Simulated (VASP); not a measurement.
# GaAs in VASP: one cell, several levels of theory, part 2 of 2

VASP 6.6.1, plane waves, PAW. Earlier steps stand in the parts before.

**3. Single point with r2SCAN**

Input file INCAR:

```
ENCUT = 520.000000
SIGMA = 0.010000
EDIFF = 1.00e-07
ALGO = Normal
METAGGA = R2SCAN
PREC = Accurate
IBRION = -1
ISIF = 2
ISMEAR = 0
NBANDS = 16
NELM = 120
NSW = 0
LASPH = .TRUE.
LCHARG = .FALSE.
LWAVE = .FALSE.
LREAL = .FALSE.
```

Input file KPOINTS:

```
KPOINTS created by Atomic Simulation Environment
0
Gamma
8 8 8
0 0 0
```

Input file KPOINTS_OPT:

```
special points
6
Reciprocal
0.0000000000 0.0000000000 0.0000000000 1
-0.5000000000 -0.5000000000 0.0000000000 1
-0.3750000000 -0.3750000000 0.2500000000 1
-0.3750000000 0.0000000000 0.3750000000 1
0.0000000000 0.0000000000 0.5000000000 1
-0.5000000000 -0.2500000000 0.2500000000 1
```

Input file POSCAR:

```
Ga As
 1.0000000000000000
    -0.0000000000000000    2.8330850954523927    2.8330850954523927
     2.8330850954523927    0.0000000000000000    2.8330850954523927
     2.8330850954523927    2.8330850954523927    0.0000000000000000
 Ga  As
   1   1
Cartesian
  0.0000000000000000  0.0000000000000000  0.0000000000000000
  1.4165425477261964  1.4165425477261964  1.4165425477261964
```

Started as:

```sh
mpirun -np 1 vasp_std
```

Printed to the terminal (iteration lines stand in OSZICAR):

```text
POSCAR found type information on POSCAR GaAs
 POSCAR found :  2 types and       2 ions
 -----------------------------------------------------------------------------
|                                                                             |
|                                                                             |
|     You enforced a specific xc type in the INCAR file but a different       |
|     I HOPE YOU KNOW WHAT YOU ARE DOING!                                     |
|                                                                             |
 -----------------------------------------------------------------------------

 LDA part: xc-table for (None), standard interpolation
 POSCAR, INCAR and KPOINTS ok, starting setup
 FFT: planning ... GRIDC
 FFT: planning ... GRID_SOFT
 FFT: planning ... GRID
 WAVECAR not read
 entering main loop
 Start KPOINTS_OPT (optional k-point list driver)
k-point batch [1-6\6]
```

OSZICAR:

```text
N       E                     dE             d eps       ncg     rms          rms(c)
DAV:   1     0.643259595446E+02    0.64326E+02   -0.92212E+03   936   0.156E+03
DAV:   2    -0.222979760077E+02   -0.86624E+02   -0.82581E+02  1048   0.317E+02
DAV:   3    -0.290353099797E+02   -0.67373E+01   -0.67155E+01  1160   0.689E+01
DAV:   4    -0.291335826635E+02   -0.98273E-01   -0.98261E-01  1112   0.904E+00
DAV:   5    -0.291349785586E+02   -0.13959E-02   -0.13959E-02  1200   0.101E+00    0.316E+00
DAV:   6    -0.270565526636E+02    0.20784E+01   -0.50170E-01  1064   0.131E+01    0.192E+00
DAV:   7    -0.270492034361E+02    0.73492E-02   -0.16327E-01  1096   0.338E+00    0.853E-01
DAV:   8    -0.270528143385E+02   -0.36109E-02   -0.80565E-03  1192   0.722E-01    0.311E-01
DAV:   9    -0.270532424730E+02   -0.42813E-03   -0.13200E-03  1176   0.414E-01    0.464E-02
DAV:  10    -0.270532540230E+02   -0.11550E-04   -0.12251E-04  1128   0.783E-02    0.222E-02
DAV:  11    -0.270532489676E+02    0.50554E-05   -0.15389E-05  1096   0.286E-02    0.240E-03
DAV:  12    -0.270532486464E+02    0.32117E-06   -0.70845E-07  1200   0.137E-02    0.983E-04
DAV:  13    -0.270532503743E+02   -0.17280E-05   -0.72797E-08   848   0.284E-03    0.333E-04
DAV:  14    -0.270532507997E+02   -0.42534E-06   -0.38574E-08   592   0.359E-03    0.815E-05
DAV:  15    -0.270532507457E+02    0.54033E-07   -0.43297E-09   576   0.101E-03
   1 F= -.27053251E+02 E0= -.27053251E+02  d E =-.281072E-47
       N       E                     dE             ncg
DAV:   1     0.396085227864E+03   -0.35009E+04      192
DAV:   2    -0.108408003872E+03   -0.50449E+03      224
DAV:   3    -0.148030719483E+03   -0.39623E+02      256
DAV:   4    -0.148588860636E+03   -0.55814E+00      232
DAV:   5    -0.148597479318E+03   -0.86187E-02      264
DAV:   6    -0.148597748201E+03   -0.26888E-03      248
DAV:   7    -0.148597750983E+03   -0.27822E-05      256
DAV:   8    -0.148597751095E+03   -0.11230E-06      224
DAV:   9    -0.148597751099E+03   -0.40843E-08      200
```

Parts of OUTCAR:

```text
k-points           NKPTS =     29   k-points in BZ     NKDIM =     29   number of bands    NBANDS=     16

   NELECT =      18.0000    total number of electrons

   dimension x,y,z NGX =    30 NGY =   30 NGZ =   30
   dimension x,y,z NGXF=    60 NGYF=   60 NGZF=   60

  energy-cutoff  :      520.00
  volume of cell :       45.48
      direct lattice vectors                 reciprocal lattice vectors
     0.000000000  2.833085095  2.833085095    -0.176486051  0.176486051  0.176486051
     2.833085095  0.000000000  2.833085095     0.176486051 -0.176486051  0.176486051
     2.833085095  2.833085095  0.000000000     0.176486051  0.176486051 -0.176486051

 k-points in reciprocal lattice and weights: KPOINTS created by Atomic Simulation Env
   0.00000000  0.00000000  0.00000000       0.002
   0.12500000  0.00000000  0.00000000       0.016
   0.25000000  0.00000000  0.00000000       0.016
   0.37500000  0.00000000  0.00000000       0.016
   0.50000000  0.00000000  0.00000000       0.008
   0.12500000  0.12500000  0.00000000       0.012
   0.25000000  0.12500000  0.00000000       0.047
   0.37500000  0.12500000  0.00000000       0.047
[... 21 more k-points ...]

 E-fermi :   3.7168

 k-point     1 :       0.0000    0.0000    0.0000
  band No.  band energies     occupation
      1     -11.6073      2.00000
      2     -11.6073      2.00000
      3     -11.6072      2.00000
      4     -11.5195      2.00000
      5     -11.5195      2.00000
      6      -9.5444      2.00000
      7       3.6172      2.00000
      8       3.6172      2.00000
      9       3.6172      2.00000
     10       4.5603      0.00000
     11       7.6559      0.00000
     12       7.6561      0.00000
     13       7.6561      0.00000
     14      11.8421      0.00000
     15      14.2324      0.00000
     16      14.2324      0.00000

 k-point     2 :       0.1250    0.0000    0.0000
  band No.  band energies     occupation
      1     -11.6222      2.00000
      2     -11.6035      2.00000
      3     -11.6035      2.00000
      4     -11.5197      2.00000
      5     -11.5197      2.00000
      6      -9.3538      2.00000
      7       1.7033      2.00000
      8       3.3772      2.00000
      9       3.3772      2.00000
     10       5.5569      0.00000
     11       8.0138      0.00000
     12       8.0139      0.00000
     13       8.1694      0.00000
     14      12.7793      0.00000
     15      13.3989      0.00000
     16      13.3989      0.00000

 k-point     3 :       0.2500    0.0000    0.0000
  band No.  band energies     occupation
      1     -11.6543      2.00000
      2     -11.5954      2.00000
      3     -11.5953      2.00000
      4     -11.5192      2.00000
      5     -11.5192      2.00000
      6      -8.8230      2.00000
      7      -0.5622      2.00000
      8       2.9231      2.00000
      9       2.9231      2.00000
     10       5.4157      0.00000
     11       8.5532      0.00000
     12       8.5532      0.00000
     13      10.0352      0.00000
     14      13.1618      0.00000
     15      13.1618      0.00000
     16      13.2050      0.00000

 k-point     4 :       0.3750    0.0000    0.0000
  band No.  band energies     occupation
      1     -11.6824      2.00000
      2     -11.5887      2.00000
      3     -11.5886      2.00000
      4     -11.5171      2.00000
      5     -11.5171      2.00000
      6      -8.1152      2.00000
      7      -2.3805      2.00000
      8       2.5700      2.00000
      9       2.5700      2.00000
     10       5.0843      0.00000
     11       8.6520      0.00000
     12       8.6521      0.00000
     13      11.7735      0.00000
     14      13.2413      0.00000
     15      14.3800      0.00000
     16      14.3801      0.00000

 k-point     5 :       0.5000    0.0000    0.0000
  band No.  band energies     occupation
      1     -11.6933      2.00000
      2     -11.5864      2.00000
      3     -11.5864      2.00000
      4     -11.5157      2.00000
      5     -11.5157      2.00000
      6      -7.7137      2.00000
      7      -3.1612      2.00000
      8       2.4426      2.00000
      9       2.4426      2.00000
     10       4.9580      0.00000
     11       8.6020      0.00000
     12       8.6021      0.00000
     13      11.9006      0.00000
     14      14.7058      0.00000
     15      16.1481      0.00000
     16      16.1481      0.00000

 k-point     6 :       0.1250    0.1250    0.0000
  band No.  band energies     occupation
      1     -11.6304      2.00000
      2     -11.6000      2.00000
      3     -11.6000      2.00000
      4     -11.5225      2.00000
      5     -11.5175      2.00000
      6      -9.2904      2.00000
      7       1.6950      2.00000
      8       2.9496      2.00000
      9       2.9497      2.00000
     10       6.2915      0.00000
     11       7.0602      0.00000
     12       8.6457      0.00000
     13       8.6458      0.00000
     14      12.1557      0.00000
     15      13.1424      0.00000
     16      14.4961      0.00000

 k-point     7 :       0.2500    0.1250    0.0000
  band No.  band energies     occupation
      1     -11.6558      2.00000
      2     -11.5931      2.00000
      3     -11.5915      2.00000
      4     -11.5249      2.00000
      5     -11.5158      2.00000
      6      -8.8714      2.00000
      7      -0.0266      2.00000
      8       2.4463      2.00000
      9       2.4474      2.00000
     10       6.4609      0.00000
     11       7.4130      0.00000
     12       9.4183      0.00000
     13       9.5499      0.00000
     14      11.9986      0.00000
     15      14.3517      0.00000
     16      14.3642      0.00000

 k-point     8 :       0.3750    0.1250    0.0000
  band No.  band energies     occupation
      1     -11.6817      2.00000
      2     -11.5871      2.00000
      3     -11.5841      2.00000
      4     -11.5241      2.00000
      5     -11.5143      2.00000
      6      -8.2050      2.00000
      7      -1.8594      2.00000
      8       1.8442      2.00000
      9       2.1427      2.00000
     10       6.1915      0.00000
     11       8.1359      0.00000
     12       9.5709      0.00000
     13      10.2693      0.00000
     14      13.5103      0.00000
     15      14.4227      0.00000
     16      15.2092      0.00000

[... the tables of k-points 9 to 29 left out ...]

  Total        0.0334231      0.0334231      0.0334231      0.0000000      0.0000000     -0.0000000
  in kB        1.1774646      1.1774646      1.1774646      0.0000000      0.0000000     -0.0000000
  external PRESSURE =       1.1774646 kB  Pullay stress =       0.0000000 kB

 POSITION                                       TOTAL-FORCE (eV/Angst)
 -----------------------------------------------------------------------------------
      0.00000      0.00000      0.00000         0.000000      0.000000      0.000000
      1.41654      1.41654      1.41654        -0.000000     -0.000000     -0.000000
 -----------------------------------------------------------------------------------
    total drift:                                0.000001      0.000001      0.000001

  FREE ENERGIE OF THE ION-ELECTRON SYSTEM (eV)
  ---------------------------------------------------
  free  energy   TOTEN  =       -27.0532507457 eV

  energy  without entropy=      -27.0532507457  energy(sigma->0) =      -27.05325075
```

Hardware: 1 MPI rank of Intel Xeon Platinum 8488C, shared host.

The levels at the points of KPOINTS_OPT are read from vasprun.xml.

Levels at the named points, in eV from the top of band v (v: the last filled band by count, c: the next):

| point | v−1 | v | c | c+1 |
| --- | --- | --- | --- | --- |
| Γ | 0.00 | 0.00 | 0.94 | 4.04 |
| X | -2.75 | -2.75 | 1.77 | 1.95 |
| U | -3.93 | -2.32 | 2.27 | 5.01 |
| K | -3.93 | -2.32 | 2.27 | 5.01 |
| L | -1.17 | -1.17 | 1.34 | 4.98 |
| W | -3.61 | -3.40 | 4.99 | 5.06 |

The r2SCAN gap is 0.94 eV, direct at Γ. The pressure is 0.12 GPa; the forces vanish within 0.01 eV/Å.

**4. Summary**

What follows sums up all 2 parts.

```
 level  gap (eV)  pressure (GPa)  Ansatz: gap (eV)  Ansatz: pressure (GPa)
   PBE      0.47            2.96              0.47                    2.77
r2SCAN      0.94            0.12              0.96                    0.01
```

**Reading.** The gap runs from 0.47 eV (PBE) to 0.94 eV (r2SCAN). A measured gap is 1.412 eV (direct; 300 K; “Evidence of valence band perturbations in GaAsN/GaAs(001): A combined variable-angle spectroscopic ellipsometry and modulated photoreflectance investigation”, 2008, arxiv:0805.2212). The misses are: PBE -0.94, r2SCAN -0.47 eV; r2SCAN comes nearest. 3 values of this kind are on record (1.412 to 1.51 eV); this one was drawn at random. The calculation is for fixed nuclei; the measurement holds lattice motion too. At this one volume the pressure spans 0.1 GPa (r2SCAN) to 3.0 GPa (PBE): PBE wants the largest cell and r2SCAN the smallest. The two programs agree on the gap within 0.03 eV, far less than the spread between functionals. Each program uses its own PAW datasets and cutoff. VASP's cell holds 18 valence electrons and Ansatz's 28.
